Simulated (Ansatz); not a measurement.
# HfO2: the order of phases at one pressure

Which of fluorite, rutile, CdI2 has the lowest enthalpy for HfO2 at one common pressure? Methods of the runs shown: PAW and LAPW.

Computed with Ansatz 0.2.0 (DFT PBE, with the methods named in each step, unless a step's input says otherwise).

### 1 Starting point

It takes space group Fm-3m (No. 225, cubic). Conventional cell: a = 4.932 Å, b = 4.932 Å, c = 4.932 Å, α = 90.00°, β = 90.00°, γ = 90.00°. Hf (site symmetry m-3m) is surrounded by 8 O at 2.14 Å. O (site symmetry -43m) is surrounded by 4 Hf at 2.14 Å.

Structure file:

```
Hf O
1.0
     0.00000    2.46621    2.46621
     2.46621    0.00000    2.46621
     2.46621    2.46621    0.00000
Hf O
1 2
Direct
  0.00000 0.00000 0.00000
  0.25000 0.25000 0.25000
  0.75000 0.75000 0.75000
```

Atoms are numbered in the order of the input: Hf1, O2, O3.

### 2 Cell relaxed at zero pressure, PAW

The input, input.yaml:

```yaml
crystal:
  lattice:
    - [0.0, 2.4662120743, 2.4662120743]
    - [2.4662120743, 0.0, 2.4662120743]
    - [2.4662120743, 2.4662120743, 0.0]
  atoms:
    - { symbol: Hf, position: [0.0, 0.0, 0.0] }
    - { symbol: O, position: [0.25, 0.25, 0.25] }
    - { symbol: O, position: [0.75, 0.75, 0.75] }
kpoints:
  mp_grid: { grid: [11, 11, 11] }
scf:
  occupations: { method: fermi_dirac, width: 0.1 }
hamiltonian:
  xc: pbe
  pseudopotentials: { kind: paw }
output:
  forces: true
  stress: true
relax:
  f_tol: 0.005
  max_steps: 40
  cell: {}
```

On the command line:

```bash
$ ansatz run input.yaml --threads 2 --pin off --max-ram 5120MiB --backend cpu --events-out ev --progress --plain --runs-dir out
```

Further steps of the session: Volume scaled by 1, to set the pressure, PAW; Fluorite relaxed under pressure, PAW; Fluorite relaxed under pressure, LAPW; Rutile relaxed under pressure, PAW; Rutile at the cell that PAW relaxed, LAPW; CdI2 relaxed under pressure, PAW; CdI2 relaxed under pressure, LAPW.

Q: Predict the outcome of this session. Wanted: pressure; lowest (for each run or level that gives them).

The runs gave:

| quantity | value |
| --- | --- |
| pressure | 0.017 GPa |
| lowest (LAPW) | rutile, 63.5 meV/atom under fluorite |
| lowest (PAW) | rutile, 64.1 meV/atom under fluorite |

**Reading.** By LAPW the order is rutile < fluorite < CdI2. By PAW the order is rutile < fluorite < CdI2. The methods agree on the lowest phase. Only these structures were tried, with electrons smeared by 0.1 eV and without vibrations, so the true ground state may be another. The k meshes differ between phases and weren't tested, which can move differences by some meV. Spin-orbit coupling is left out, though the cell holds Hf; in elements this heavy it can shift bands and gaps by tenths of an eV.

The gaps are Kohn-Sham values of a semilocal functional, not quasiparticle or optical gaps. Such gaps usually fall short of the measured ones.
